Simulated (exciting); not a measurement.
A run of exciting (release sodium) is set up as follows.

input.xml

```xml
<input>
  <title>FeO</title>
  <structure speciespath="./" tshift="false">
    <crystal scale="5.7602554485">
      <basevect>0.000000000000 0.707106781190 0.707106781190</basevect>
      <basevect>0.707106781190 0.000000000000 0.707106781190</basevect>
      <basevect>0.707106781190 0.707106781190 0.000000000000</basevect>
    </crystal>
    <species speciesfile="Fe.xml" rmt="2">
      <atom coord="0.000000000000 0.000000000000 0.000000000000" bfcmt="0 0 -8"/>
    </species>
    <species speciesfile="O.xml" rmt="1.45">
      <atom coord="0.500000000000 0.500000000000 0.500000000000" bfcmt="0 0 0"/>
    </species>
  </structure>
  <groundstate do="fromscratch" ngridk="9 9 9" rgkmax="7.5" gmaxvr="14" lmaxapw="10" lmaxmat="10" lmaxvr="8" stype="Fermi Dirac" swidth="0.0005" nempty="24" ValenceRelativity="iora*" epsengy="1e-05" epspot="1e-06" maxscl="90" tforce="true" outputlevel="normal">
    <libxc exchange="XC_GGA_X_RPBE" correlation="XC_GGA_C_PBE"/>
    <spin reducebf="0.5"/>
  </groundstate>
  <properties>
    <EFG/>
    <mossbauer/>
    <DFTD2/>
  </properties>
</input>
```

Potentials or basis: all-electron LAPW+lo, shipped species files, valence relativity iora*.

Run with:

```bash
$ OMP_NUM_THREADS=1 exciting_smp
```

(1) What does it give for the dispersion energy per atom?

(2) Estimate the site moments.

Answers

(1) -0.274 eV.

(2) Fe +3.55; O +0.28 μB.

Caveat: the field gradient of a metal still moves by tens of percent with the k mesh; the log's total energy holds no entropy term; the free energy is that total less TS from the occupations; the dispersion energy is computed afterwards and isn't part of the total energy; EFG.OUT prints the tensor in atomic units and with the sign opposite to the usual one; a cell with one magnetic atom can't hold antiferromagnetic order, which such compounds often take.
